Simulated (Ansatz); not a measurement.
Crystal: ZnCu.

```xyz
2
Lattice="2.9450 0.0000 0.0000 0.0000 2.9450 0.0000 0.0000 0.0000 2.9450" Properties=species:S:1:pos:R:3 pbc="T T T"
Zn    1.4725    1.4725    1.4725
Cu    0.0000    0.0000    0.0000
```

| Property | Result |
| --- | --- |
| Program | Ansatz 0.2.0 |
| Task | relaxation of cell and atoms |
| Functional | PBE0 |
| Potentials or basis | Ansatz PAW |
| Cutoff | 420 eV (not typed: the program's choice for these potentials) |
| k mesh | 5 × 5 × 5 |
| Occupations | fermi-dirac, width 0.02 eV |
| Spin | no spin polarisation |

At the start: volume 12.77 Å³/atom.

Task: How do energy, volume and symmetry change on relaxing?

Result: It ends after 5 steps and the volume is 13.08 Å³/atom (+2.4 %); space group Pm-3m (No. 221, to 0.05 Å).

Step by step:
```csv
step,energy change (eV),largest force (eV/Å),volume (Å³)
1,0.0000,0.0000,25.54
2,-0.0035,0.0000,25.89
3,-0.0041,0.0000,26.15
4,-0.0040,0.0000,26.16
5,-0.0052,0.0000,26.16
```

Final structure:
```
CELL_PARAMETERS angstrom
2.96854 0.00000 0.00000
0.00000 2.96854 0.00000
0.00000 0.00000 2.96854
ATOMIC_POSITIONS crystal
Zn 0.50000 0.50000 0.50000
Cu 0.00000 0.00000 0.00000
```

Caveat: the k mesh is coarse (spacing up to 0.43 Å⁻¹), so the values aren't converged, least of all with exact exchange; the plane-wave basis is chosen anew once the cell has moved, so the energies of steps on either side of that aren't comparable; the pressure holds a Pulay correction of +0.3 GPa for the finite cutoff; the PAW data sets come from PBE, with cores solved anew for the run's functional, which leaves a small shift of forces and pressure.
